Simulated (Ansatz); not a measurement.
**linear Re chain, moments started antiparallel: one chain at several levels of theory**

Aim: how far do the period, the moment and the conductance of the linear Re chain, moments started antiparallel depend on the functional, the datasets and spin-orbit coupling, and at what cost?

Main program and level: Ansatz 0.2.0; DFT PBE, plane waves, PAW; relaxation of a chain's period, in the first sound run; inputs show where later runs differ.

### Step 1. Set-up

The cell holds 2 atoms: 2 Re. Cell: a = 7.500 Å, b = 7.500 Å, c = 5.738 Å, α = 90.0°, β = 90.0°, γ = 90.0°. Vacuum lies along a and b. The structure's axis is c.

### Step 2. Relaxation of atoms and period, level PBE, cutoff 420 eV

Band widths follow the bond lengths, so the chain is relaxed first. The atoms and the third cell vector are free; the box across stays fixed as vacuum. Moments are seeded so that a magnetic state can form if it lies lower. A Fermi-Dirac smearing is set since the result may be a metal. The pressure printed is a third of the stress's trace over the whole box, vacuum included; only the stress along the axis is relaxed.

input.yaml

```yaml
crystal:
  lattice:
    - [7.5, 0.0, 0.0]
    - [0.0, 7.5, 0.0]
    - [0.0, 0.0, 5.738]
  atoms:
    - { symbol: Re, position: [0.5, 0.5, 0.0], spin: 2.0 }
    - { symbol: Re, position: [0.5, 0.5, 0.5], spin: -2.0 }
magnetization:
  spin_polarized: true
kpoints:
  mp_grid: { grid: [1, 1, 14] }
scf:
  occupations: { method: fermi_dirac, width: 0.05 }
hamiltonian:
  xc: pbe
relax:
  cell: { fix: [a, b, alpha, beta, gamma] }
  max_steps: 60
```

On the command line:

```bash
$ ansatz run input.yaml --threads 4 --pin off --max-ram 8192MiB --backend cpu --events-out ev --progress --plain --runs-dir out
```

Numbers of over 12 decimals in the logs are rounded to 6 here.

Output:

```text
Engine: ansatz 0.2.0, aarch64-unknown-linux-gnu
Pseudopotentials: kind: paw
Pseudopotential: Re, paw, valence charge 15, recommended cutoff 420 eV (normal), Re.paw.azcp
Functional definition: PBE
  parameter kappa = 0.804
  parameter beta = 0.066725
  exchange = pbe_x(kappa = kappa, mu = beta*pi^2/3)
  correlation = pbe_c(beta = beta)
Crystal: 2 atoms, lattice volume = 322.763 Å³
Basis set: ecut = 420 eV, 6299 PW (Γ), exchange–correlation on 108×108×80 points (8 copies of the dense FFT grid, shifted against one another)
Bands: 21, of which v1, the nominal top of the filled ones, is band 15 counted from 1 (14 counted from 0)
Symmetry: 16 space group operations
Space group: P4/mmm (ITA 123), of the structure as read, at distance tolerance 6.9e-5 Å
Magnetic group: BNS 123.348 (UNI 1008), of the structure as read, at distance tolerance 6.9e-5 Å
k-points: 8 of 14
Non-local potential: Re, projectors of the file, l = 0: 3, l = 1: 2, l = 2: 2, l = 3: 1
PAW form: soft (Blöchl's): semilocal exchange-correlation on the pseudo side does not see the compensation charge
PAW one-centre angular grid: Re, 590 points (default); XC on 64 Gauss nodes
Initial density: superposition of atomic densities (neutral atoms: chi_scale 0, normalization atom)
Starting moments: Σ|m| = 4 μB on 2 of 2 sites
Starting magnetic order: antiferromagnet; a translation exchanges its spin sublattices: spin-degenerate at every k-point
Initial wavefunctions: pseudopotential atomic-orbital guess
Functional: x = pbe(κ = 0.804, μ = 0.219515), c = pbe(β = 0.066725)
iter 1 solved again at ethr=1.97e-3 eV; its pass at ethr=3.10e-3 eV (dr2=5.91e-1 eV) is discarded
SCF iter   1: F=—  HF=-21722.516738 eV  |F-HF|=—  |Δ(HF+E_count)|=         —  Δρ=1.38e-2 (↑1.38e-2 ↓1.38e-2)  dr2=6.19e-1  dr2_m=4.79e-1  M=0.000 μB ∫|m|=5.135 μB  β_m=0.30  ethr=1.97e-3  ⟨swp⟩=1.0  Hψ=954  notcnv=0
Mixer restart at iter 1: flushing history
preconditioner: auto → LDOS  [metal: Δε(μ)=0.071 eV  Ē_g=2.394 eV  σ=0.050 eV  W_gap=0.34  n_scr=30 (ndim 8)  ℏωp=7.7 eV  f_vac=0.635  D(μ)=3.65/eV (n_scr^D=18)]
spin=Collinear: LDOS preconditioning applied to the charge; magnetization (m = ρ↑ − ρ↓) channel mixes plain (no charge-response kernel on spin).
SCF iter   2: F=—  HF=-21722.693250 eV  |F-HF|=—  |Δ(HF+E_count)|=   1.77e-1  Δρ=1.13e-2 (↑1.13e-2 ↓1.13e-2)  dr2=3.48e-1  dr2_m=3.31e-1  M=0.000 μB ∫|m|=5.505 μB  β_m=0.62  ethr=1.97e-3  ⟨swp⟩=1.5  Hψ=172  notcnv=0
SCF iter   3: F=—  HF=-21723.572126 eV  |F-HF|=—  |Δ(HF+E_count)|=   8.79e-1  Δρ=4.23e-3 (↑4.23e-3 ↓4.23e-3)  dr2=2.46e-2  dr2_m=4.72e-2  M=0.000 μB ∫|m|=6.833 μB  β_m=0.82  ethr=1.16e-3  ⟨swp⟩=3.0  Hψ=396  notcnv=0
SCF iter   4: F=—  HF=-21723.839923 eV  |F-HF|=—  |Δ(HF+E_count)|=         —  Δρ=4.21e-3 (↑4.21e-3 ↓4.21e-3)  dr2=5.19e-3  dr2_m=5.07e-2  M=0.000 μB ∫|m|=7.587 μB  β_m=0.82  ethr=8.21e-5  ⟨swp⟩=2.4  Hψ=335  notcnv=0
Mixer restart at iter 4: flushing history
SCF iter   5: F=—  HF=-21723.839859 eV  |F-HF|=—  |Δ(HF+E_count)|=   6.41e-5  Δρ=1.77e-3 (↑1.77e-3 ↓1.77e-3)  dr2=9.36e-4  dr2_m=9.00e-3  M=0.000 μB ∫|m|=7.711 μB  β_m=0.91  ethr=1.73e-5  ⟨swp⟩=2.0  Hψ=352  notcnv=0
SCF iter   6: F=—  HF=-21723.841044 eV  |F-HF|=—  |Δ(HF+E_count)|=   1.18e-3  Δρ=3.06e-4 (↑3.06e-4 ↓3.06e-4)  dr2=7.05e-4  dr2_m=8.01e-5  M=0.000 μB ∫|m|=7.785 μB  β_m=0.81  ethr=3.12e-6  ⟨swp⟩=3.0  Hψ=359  notcnv=0
SCF iter   7: F=—  HF=-21723.840823 eV  |F-HF|=—  |Δ(HF+E_count)|=   2.21e-4  Δρ=4.79e-5 (↑4.79e-5 ↓4.79e-5)  dr2=3.30e-6  dr2_m=5.35e-6  M=0.000 μB ∫|m|=7.793 μB  β_m=0.91  ethr=2.35e-6  ⟨swp⟩=2.0  Hψ=273  notcnv=0
SCF iter   8: F=—  HF=-21723.840830 eV  |F-HF|=—  |Δ(HF+E_count)|=   7.36e-6  Δρ=9.70e-6 (↑9.70e-6 ↓9.70e-6)  dr2=8.32e-7  dr2_m=1.47e-7  M=0.000 μB ∫|m|=7.796 μB  β_m=0.95  ethr=1.10e-8  ⟨swp⟩=2.2  Hψ=306  notcnv=0
SCF iter   9: F=-21723.840830 eV  HF=-21723.840830 eV  |F-HF|=4.04e-9  |Δ(HF+E_count)|=   2.76e-7  Δρ=1.35e-6 (↑1.35e-6 ↓1.35e-6)  dr2=2.76e-8  dr2_m=5.36e-10  M=0.000 μB ∫|m|=7.797 μB  ethr=3.33e-10  ⟨swp⟩=2.8  Hψ=631  notcnv=0
SCF 1 converged in 9 iterations: F = -21723.840830 eV  dr2 = 2.76e-8
  greatest PAW one-centre occupation: 1.000 electrons in one spin orbital (limit 2), on the Re atom at site 1 (counted from 0), in its partial waves of l = 0
relax step   1: F+E_penalty+E_count = -21723.84083019 eV  Δ(F+E_penalty+E_count) = +0.000e0 eV  max|allowed force component| = 0.000e0 eV/Å  Δτ_max = 0.0000 Å  P = -2.358 GPa  Ω = 322.763 Å³  fix = [a, b, alpha, beta, gamma]  reactions: a -0.131, b -0.131 GPa  (9 SCF iters, dr2 threshold 1.00e-7 eV, accepted)
Crystal: 2 atoms, lattice volume = 307.028 Å³
Basis set: ecut = 420 eV, 6027 PW (Γ), exchange–correlation on 108×108×80 points (8 copies of the dense FFT grid, shifted against one another)
Initial density: handed on by an earlier stage of this run
Starting moments: Σ|m| = 4 μB on 2 of 2 sites; this step starts from the density that it was given
Initial wavefunctions: those handed on with the density
iter 1 solved again at ethr=6.50e-5 eV; its pass at ethr=3.10e-3 eV (dr2=1.95e-2 eV) is discarded
SCF iter   1: F=—  HF=-21724.571942 eV  |F-HF|=—  |Δ(HF+E_count)|=         —  Δρ=4.52e-3 (↑4.52e-3 ↓4.52e-3)  dr2=2.07e-2  dr2_m=5.40e-2  M=0.000 μB ∫|m|=7.139 μB  β_m=0.30  ethr=6.50e-5  ⟨swp⟩=1.1  Hψ=1005  notcnv=0
preconditioner: auto → LDOS  [metal: Δε(μ)=0.057 eV  Ē_g=3.317 eV  σ=0.050 eV  W_gap=0.27  n_scr=30 (ndim 8)  ℏωp=7.9 eV  f_vac=0.649  D(μ)=4.07/eV (n_scr^D=18)]
spin=Collinear: LDOS preconditioning applied to the charge; magnetization (m = ρ↑ − ρ↓) channel mixes plain (no charge-response kernel on spin).
SCF iter   2: F=—  HF=-21724.554717 eV  |F-HF|=—  |Δ(HF+E_count)|=   1.72e-2  Δρ=3.27e-3 (↑3.27e-3 ↓3.27e-3)  dr2=1.08e-2  dr2_m=2.83e-2  M=0.000 μB ∫|m|=7.130 μB  β_m=0.65  ethr=6.50e-5  ⟨swp⟩=1.0  Hψ=168  notcnv=0
SCF iter   3: F=—  HF=-21724.536935 eV  |F-HF|=—  |Δ(HF+E_count)|=   1.78e-2  Δρ=2.64e-4 (↑2.64e-4 ↓2.64e-4)  dr2=2.63e-4  dr2_m=4.26e-5  M=0.000 μB ∫|m|=7.103 μB  β_m=0.82  ethr=3.60e-5  ⟨swp⟩=2.0  Hψ=311  notcnv=0
SCF iter   4: F=—  HF=-21724.537480 eV  |F-HF|=—  |Δ(HF+E_count)|=   5.44e-4  Δρ=5.69e-5 (↑5.69e-5 ↓5.69e-5)  dr2=4.11e-5  dr2_m=1.31e-6  M=0.000 μB ∫|m|=7.099 μB  β_m=0.91  ethr=8.76e-7  ⟨swp⟩=2.5  Hψ=275  notcnv=0
SCF iter   5: F=—  HF=-21724.537503 eV  |F-HF|=—  |Δ(HF+E_count)|=   2.35e-5  Δρ=1.64e-5 (↑1.64e-5 ↓1.64e-5)  dr2=2.49e-6  dr2_m=1.05e-7  M=0.000 μB ∫|m|=7.097 μB  β_m=0.96  ethr=1.37e-7  ⟨swp⟩=2.0  Hψ=222  notcnv=0
[...]
SCF iter   4: F=—  HF=-21725.218945 eV  |F-HF|=—  |Δ(HF+E_count)|=   5.49e-6  Δρ=5.10e-5 (↑5.10e-5 ↓5.10e-5)  dr2=1.75e-5  dr2_m=5.21e-6  M=0.000 μB ∫|m|=6.433 μB  β_m=0.88  ethr=3.30e-7  ⟨swp⟩=2.0  Hψ=266  notcnv=0
SCF iter   5: F=—  HF=-21725.218944 eV  |F-HF|=—  |Δ(HF+E_count)|=   1.80e-6  Δρ=8.87e-6 (↑8.87e-6 ↓8.87e-6)  dr2=2.79e-6  dr2_m=6.00e-8  M=0.000 μB ∫|m|=6.431 μB  β_m=0.94  ethr=5.82e-8  ⟨swp⟩=2.2  Hψ=231  notcnv=0
SCF iter   6: F=—  HF=-21725.218942 eV  |F-HF|=—  |Δ(HF+E_count)|=   1.27e-6  Δρ=3.55e-6 (↑3.55e-6 ↓3.55e-6)  dr2=2.03e-7  dr2_m=1.02e-8  M=0.000 μB ∫|m|=6.430 μB  β_m=0.97  ethr=9.29e-9  ⟨swp⟩=2.0  Hψ=225  notcnv=0
SCF iter   7: F=-21725.218942 eV  HF=-21725.218942 eV  |F-HF|=4.25e-9  |Δ(HF+E_count)|=   1.01e-7  Δρ=1.16e-6 (↑1.16e-6 ↓1.16e-6)  dr2=8.31e-9  dr2_m=1.93e-9  M=0.000 μB ∫|m|=6.430 μB  ethr=6.67e-10  ⟨swp⟩=2.0  Hψ=540  notcnv=0
SCF 3 converged in 7 iterations: F = -21725.218942 eV  dr2 = 8.31e-9
relax step   3: F+E_penalty+E_count = -21725.21894222 eV  Δ(F+E_penalty+E_count) = -6.814e-1 eV  max|allowed force component| = 0.000e0 eV/Å  Δτ_max = 0.0000 Å  P = -2.207 GPa  Ω = 291.338 Å³  energy of the carried Pulay correction = +2.369e-3 eV  fix = [a, b, alpha, beta, gamma]  reactions: a -0.132, b -0.132 GPa  (7 SCF iters, dr2 threshold 2.00e-7 eV, accepted)
[...]
relax step   4: F+E_penalty+E_count = -21725.74454595 eV  Δ(F+E_penalty+E_count) = -5.256e-1 eV  max|allowed force component| = 0.000e0 eV/Å  Δτ_max = 0.0000 Å  P = -1.436 GPa  Ω = 275.603 Å³  energy of the carried Pulay correction = +3.660e-3 eV  fix = [a, b, alpha, beta, gamma]  reactions: a -0.140, b -0.140 GPa  (7 SCF iters, dr2 threshold 2.00e-7 eV, accepted)
[...]
relax step   5: F+E_penalty+E_count = -21725.93492266 eV  Δ(F+E_penalty+E_count) = -1.904e-1 eV  max|allowed force component| = 0.000e0 eV/Å  Δτ_max = 0.0000 Å  P = +0.115 GPa  Ω = 259.869 Å³  energy of the carried Pulay correction = +5.029e-3 eV  fix = [a, b, alpha, beta, gamma]  reactions: a -0.155, b -0.155 GPa  (7 SCF iters, dr2 threshold 2.00e-7 eV, accepted)
[...]
relax step   6: F+E_penalty+E_count = -21725.93807044 eV  Δ(F+E_penalty+E_count) = -3.148e-3 eV  max|allowed force component| = 0.000e0 eV/Å  Δτ_max = 0.0000 Å  P = -0.110 GPa  Ω = 261.578 Å³  energy of the carried Pulay correction = +4.876e-3 eV  fix = [a, b, alpha, beta, gamma]  reactions: a -0.153, b -0.153 GPa  (6 SCF iters, dr2 threshold 2.00e-7 eV, accepted)
Basis set: ecut = 420 eV, 5127 PW (Γ), exchange–correlation on 108×108×64 points (8 copies of the dense FFT grid, shifted against one another)
Initial wavefunctions: pseudopotential atomic-orbital guess (no wavefunctions were taken with the density)
iter 1 solved again at ethr=2.44e-7 eV; its pass at ethr=3.10e-3 eV (dr2=7.33e-5 eV) is discarded
SCF iter   1: F=—  HF=-21725.935022 eV  |F-HF|=—  |Δ(HF+E_count)|=         —  Δρ=1.13e-4 (↑1.13e-4 ↓1.13e-4)  dr2=1.74e-5  dr2_m=5.57e-7  M=0.000 μB ∫|m|=4.792 μB  β_m=0.65  ethr=2.44e-7  ⟨swp⟩=3.9  Hψ=1298  notcnv=0
preconditioner: auto → LDOS  [metal: Δε(μ)=0.153 eV  Ē_g=4.137 eV  σ=0.050 eV  W_gap=0.49  n_scr=10 (ndim 8)  ℏωp=8.6 eV  f_vac=0.654  D(μ)=2.57/eV (n_scr^D=8)]
spin=Collinear: LDOS preconditioning applied to the charge; magnetization (m = ρ↑ − ρ↓) channel mixes plain (no charge-response kernel on spin).
SCF iter   2: F=—  HF=-21725.934835 eV  |F-HF|=—  |Δ(HF+E_count)|=   1.86e-4  Δρ=3.74e-5 (↑3.74e-5 ↓3.74e-5)  dr2=1.71e-6  dr2_m=4.52e-8  M=0.000 μB ∫|m|=4.792 μB  β_m=0.60  ethr=5.79e-8  ⟨swp⟩=2.8  Hψ=278  notcnv=0
SCF iter   3: F=—  HF=-21725.934837 eV  |F-HF|=—  |Δ(HF+E_count)|=   1.16e-6  Δρ=5.72e-6 (↑5.72e-6 ↓5.72e-6)  dr2=8.47e-8  dr2_m=5.54e-9  M=0.000 μB ∫|m|=4.792 μB  β_m=0.75  ethr=5.71e-9  ⟨swp⟩=2.4  Hψ=260  notcnv=0
SCF iter   4: F=—  HF=-21725.934837 eV  |F-HF|=—  |Δ(HF+E_count)|=   1.63e-7  Δρ=1.53e-6 (↑1.53e-6 ↓1.53e-6)  dr2=4.28e-9  dr2_m=2.95e-9  M=0.000 μB ∫|m|=4.792 μB  β_m=0.75  ethr=2.82e-10  ⟨swp⟩=2.0  Hψ=229  notcnv=0
SCF iter   5: F=—  HF=-21725.934837 eV  |F-HF|=—  |Δ(HF+E_count)|=   9.16e-9  Δρ=7.01e-7 (↑7.01e-7 ↓7.01e-7)  dr2=6.30e-10  dr2_m=9.68e-10  M=0.000 μB ∫|m|=4.792 μB  β_m=0.88  ethr=1.43e-11  ⟨swp⟩=2.8  Hψ=300  notcnv=0
SCF iter   6: F=—  HF=-21725.934837 eV  |F-HF|=—  |Δ(HF+E_count)|=   2.36e-8  Δρ=9.41e-8 (↑9.41e-8 ↓9.41e-8)  dr2=1.18e-11  dr2_m=1.63e-11  M=0.000 μB ∫|m|=4.792 μB  β_m=0.94  ethr=2.10e-12  ⟨swp⟩=2.4  Hψ=286  notcnv=0
SCF iter   7: F=-21725.934837 eV  HF=-21725.934837 eV  |F-HF|=1.09e-11  |Δ(HF+E_count)|=   3.42e-9  Δρ=1.59e-8 (↑1.59e-8 ↓1.59e-8)  dr2=1.27e-12  dr2_m=1.66e-13  M=0.000 μB ∫|m|=4.792 μB  ethr=1.00e-12  ⟨swp⟩=5.0  Hψ=721  notcnv=0
SCF 7 converged in 7 iterations: F = -21725.934837 eV  dr2 = 1.27e-12
relax step   7: F+E_penalty+E_count = -21725.93483679 eV  Δ(F+E_penalty+E_count) = +3.234e-3 eV  max|allowed force component| = 0.000e0 eV/Å  Δτ_max = 0.0000 Å  P = -0.116 GPa  Ω = 261.578 Å³  fix = [a, b, alpha, beta, gamma]  reactions: a -0.155, b -0.155 GPa  stress off target by 3.73e-2 GPa on what of the cell is left free  SCF on the basis re-selected at this cell (its energy is not comparable with the rows above)  (7 SCF iters)
basis re-selected at this cell: Δ(F+E_penalty+E_count) = +3.234e-3 eV, ΔP = -0.005 GPa vs the last step (what re-selecting the basis moved, of the pressure what is left beyond the Pulay correction that the steps carried, after the strain that the cell walked since its last selection, with what the two solves' SCF thresholds leave and, on support functions, any second-order correction that the steps lacked; it is no measure of the basis error at this ecutwfc). The dense FFT grid was sized anew with the basis: this SCF ran on 54×54×32 points, the steps before it on 54×54×40, so part of this shift can come from that change (see relax.cell in the input reference). [rest of the remark cut]
SCF converged after 7 iterations
Magnetization: 0.0000 μB (15.0000 up, 15.0000 down)
Absolute magnetization: 4.7921 μB (∫|ρ↑−ρ↓|, with the PAW one-centre terms)
Spin contamination: 1.7618 ħ² per cell (⟨S²⟩ above its minimum at these occupations)
Per-site moments (μB) at R_I (Å): [(1.435308, 0.959118), (-1.435308, 0.959118)]
Free energy (F): -21725.934837 eV
Harris-Foulkes:  -21725.934837 eV  (|F-HF|=1.09e-11)
Internal energy: -21725.914659 eV  (E = F + TS)
E sigma→0 (E₀):  -21725.924748 eV
Entropy (-TS):   -0.020177 eV (-10.089 meV/atom)
Fermi energy:    -1.148825 eV
--- Per-component energies (eV) ---
  E_band       = -890.221315
  E_kinetic    = 1070.790904
  E_local      = -6967.265399  (includes V_loc(G=0)·N_el)
  E_nonlocal   = 110.705796
  E_hartree    = 2890.288885
  E_xc         = -797.080992
  E_vxc        = -593.766038  (∫ρ·V_xc dr)
  E_paw        = -17321.756113  (= ΣΔE_a)
  E_vpaw       = -291.264243  (= ΣTr[D̂ρ^β])
  E_aug_tail   = -0.000151  (compensation charges beyond the density's cutoff)
  E_ewald      = -711.597590
  E_smearing   = -0.020177  (= −TS)
  E_closure    = -0.000000  (closes the sum)
  Σ components = -21725.934837   (vs F -21725.934837, Δ=0.00e0)
--- Forces (eV/Å), atoms counted from 1 ---
  atom   1  Re     0.00000000    -0.00000000     0.00000000
  atom   2  Re     0.00000000    -0.00000000     0.00000000
  max |Σ_I F_I| component: 1.77e-28 eV/Å
--- Stress (GPa, compression-positive) ---
       -0.154882       0.000000       0.000000
        0.000000      -0.154882       0.000000
        0.000000       0.000000      -0.037274
  P = ⅓ Tr σ = -0.1157 GPa (-1.157 kbar)
--- Relaxed structure (6 steps of the walk, 6 accepted, 1 SCFs on fresh bases) ---
  F+E_penalty+E_count = -21725.93483679 eV   max|allowed force component| = 0.000e0 eV/Å   (the final SCF, on the basis selected at the relaxed cell)
  cell:  # Å, volume = 261.5777 Å³
    - [7.5, 0.0, 0.0]
    - [0.0, 7.5, 0.0]
    - [0.0, 0.0, 4.650271]
  atoms:
    - { symbol: Re, position: [0.5, 0.5, 0.0] }
    - { symbol: Re, position: [0.5, 0.5, 0.5] }
```

Wall time 8.3 s (4 threads of Arm Neoverse V2, shared host); peak memory 0.58 GiB; 29 s of CPU time.

Relaxation path:

| step | energy less that of the first step (eV) | largest force component (eV/Å) | pressure (GPa) | volume (Å³) |
| --- | --- | --- | --- | --- |
| 1 | 0.0000 | 0.0000 | -2.36 | 322.76 |
| 2 | -0.6967 | 0.0000 | -2.51 | 307.03 |
| 3 | -1.3781 | 0.0000 | -2.21 | 291.34 |
| 4 | -1.9037 | 0.0000 | -1.44 | 275.60 |
| 5 | -2.0941 | 0.0000 | 0.12 | 259.87 |
| 6 | -2.0972 | 0.0000 | -0.11 | 261.58 |
| 7* | -2.0940 | 0.0000 | -0.12 | 261.58 |

Relaxation steps marked * repeat the geometry before them on a plane-wave basis chosen anew for their cell, so energy and pressure can jump there.

Forces are held to the 16 operations that the run works with; a distortion that breaks them can't arise in this run.

| cell as run | before | after | change |
| --- | --- | --- | --- |
| c (Å) | 5.738 | 4.650 | -19.0 % |

Final coordinates:

```xyz
2
Lattice="7.5000 0.0000 0.0000 0.0000 7.5000 0.0000 0.0000 0.0000 4.6503" Properties=species:S:1:pos:R:3
Re    3.7500    3.7500    0.0000
Re    3.7500    3.7500    2.3251
```

Numbers from this step:

```yaml
energy_at_zero_smearing: -21725.9247 eV
absolute_moment: 4.792 μB
cell_length_along_the_wire: 4.650 Å
```

Site moment by atom:

| atom | site moment (μB) |
| --- | --- |
| Re1 | 1.44 |
| Re2 | -1.44 |

The cell's length comes to 4.650 Å with an absolute moment of 4.79 μB a cell. That is -19 % against the start, more than a small adjustment.

(Continued in part 2 of 4.)

[Logs are printed without paths, hosts, clocks, repeated set-up lines and the standing remarks that a program may print on its own settings, such as how far it seeks lower states.]

[Hosts, paths, dates, database ids (printed as entryN), source tags and the programs' standing remarks are cut or masked in the printed files.]
